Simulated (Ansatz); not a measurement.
# MoS$_{2}$: stiffness from a series of strains

```
CELL_PARAMETERS angstrom
3.16100 0.00000 0.00000
-1.58050 2.73751 0.00000
0.00000 0.00000 12.29500
ATOMIC_POSITIONS crystal
Mo 0.33333 0.66667 0.25000
Mo 0.66667 0.33333 0.75000
S 0.33333 0.66667 0.62750
S 0.66667 0.33333 0.12750
S 0.33333 0.66667 0.87250
S 0.66667 0.33333 0.37250
```

Atom numbers follow the list: Mo1, Mo2, S3, S4, S5, S6.

Conventional cell: a = 3.161 Å, b = 3.161 Å, c = 12.295 Å, α = 90.00°, β = 90.00°, γ = 120.00°. Around Mo (atom 1) lie 6 S at 2.37 Å. S (atom 3) is surrounded by 3 Mo at 2.37 Å.

The cell comes from COD entry 9007660, which wasn't checked; take it as a given geometry.

Method: DFT, LDA, all-electron LAPW, scalar-relativistic (Ansatz 0.2.0).

Numerical set-up: a Γ-centred 10×10×3 k mesh, Fermi–Dirac smearing of 0.03 eV, basis error target 1 meV/atom, no spin polarisation.

The strain is applied along the Cartesian axes of the cell as listed (the other components stay zero). Fractional coordinates are held (clamped ions).

σ is the change of stress from the unstrained cell, which is at 1.12 GPa; tension is positive, so slopes are stress–strain coefficients at that pressure.

Only quantities that a quadratic follows smoothly over the whole series are listed; rougher ones are left out.

```tsv
εxx = εyy	σzz (GPa)	σxx (GPa)
-0.0300	-8.15	-12.38
-0.0200	-5.14	-7.86
-0.0100	-2.43	-3.75
0.0000	0.00	0.00
0.0200	4.14	6.49
0.0300	5.89	9.29
```

Fit the series and read off the stiffness at zero strain.

Least-squares fits y = p0 + p1 x + p2 x² to the rows give σzz (GPa): p1 = 233, p2 = -1300; σxx (GPa): p1 = 360, p2 = -1700. So C13 + C23 = 233 GPa and C11 + C12 = 360 GPa, for these axes.

One run, at εxx = εyy = 0.0100, is withheld. Predict its row.

The fits give 2.22, 3.44; the run gave 2.18, 3.40.
